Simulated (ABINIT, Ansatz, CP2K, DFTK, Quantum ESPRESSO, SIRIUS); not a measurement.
# Rb: equilibrium volume by level of theory

Space group Im-3m (No. 229). a = 5.605 Å, b = 5.605 Å, c = 5.605 Å, α = 90.00°, β = 90.00°, γ = 90.00°
| atom | site | symmetry | x | y | z |
| --- | --- | --- | --- | --- | --- |
| Rb | 2a | m-3m | 0.0000 | 0.0000 | 0.0000 |

```tsv
rung	level	program and potentials	cutoff (eV)	k mesh	smearing	task	core time	chip	equilibrium volume (Å³/atom)	notes
GGA + dispersion	revPBE+D3(BJ)	Ansatz, all-electron LAPW, scalar-relativistic	-	7 × 7 × 7	fermi-dirac 0.05	relaxation of cell and atoms	1.7 s	Arm Neoverse V2	89.58	-
GGA	PBEsol	Ansatz, all-electron LAPW, scalar-relativistic	-	7 × 7 × 7	fermi-dirac 0.05	equation of state	7.9 s	Arm Neoverse V1	86.10	-
LDA	LDA	ABINIT, PseudoDojo NC SR LDA v0.4.1 standard	599	5 × 5 × 5	fermi-dirac 0.05	relaxation of cell and atoms	28 s	Intel Xeon 6975P-C Granite Rapids	77.08	-
GGA	PBEsol	ABINIT, PseudoDojo NC SR PBEsol v0.4.1 standard	626	5 × 5 × 5	fermi-dirac 0.05	relaxation of cell and atoms	39 s	Arm Neoverse V2	85.77	-
GGA	PBEsol	ABINIT, JTH PAW PBE v2.0	435	5 × 5 × 5	fermi-dirac 0.05	relaxation of cell and atoms	41 s	Intel Xeon Platinum 8259CL Skylake/Cascade Lake	86.10	potentials made for PBE
GGA	PBEsol	Quantum ESPRESSO, PseudoDojo 0.4.1 SR PBEsol standard	626	7 × 7 × 7	fermi-dirac 0.05	equation of state	54 s	Arm Neoverse V2	86.13	-
GGA	PBEsol	CP2K, POTENTIAL_UZH Rb GTH-PBE-q9; TZVP-MOLOPT-PBE-GTH basis	-	7 × 7 × 7	fermi-dirac 0.026	equation of state	76 s	Arm Neoverse V1	87.00	atomic basis; potentials made for PBE
GGA	PBE	SIRIUS, all-electron FP-LAPW, apw+lo standard	-	7 × 7 × 7	fermi-dirac 0.05	equation of state	4.6 min	Arm Neoverse V1	90.86	-
GGA + dispersion	PBE+D3(BJ)	SIRIUS, all-electron FP-LAPW, apw+lo standard	-	7 × 7 × 7	fermi-dirac 0.05	equation of state	4.6 min	Arm Neoverse V1	85.22	-
GGA + dispersion	PBE+D3(zero damping)	SIRIUS, all-electron FP-LAPW, apw+lo standard	-	7 × 7 × 7	fermi-dirac 0.05	equation of state	4.6 min	Arm Neoverse V1	88.27	-
GGA	PBE	DFTK, PseudoDojo SR PBE 0.4.1 standard (PBE)	789	7 × 7 × 7	fermi-dirac 0.05	equation of state	6 min	Intel Xeon 6975P-C Granite Rapids	90.87	-
```

Times are single runs on shared hosts and different chips, so they are rough; meshes, cutoffs and the tasks' sizes weigh on the time. All rows: no spin polarisation. Smearing widths are in eV. For a metal such meshes aren't converged. Meshes differ between rows, which moves values too. Meshes are those of the run's cell of 1 atom unless a note names another. Relaxations start from the cell shown or near it and stop with a little pressure left. Runs on faulty files, with rough fits or with known faults for this quantity aren't shown. No row holds spin-orbit coupling.

By rung: LDA 77.08; GGA + dispersion 85.22 to 89.58; GGA 85.77 to 90.87; GGA in atomic bases 87.00 (Å³/atom).
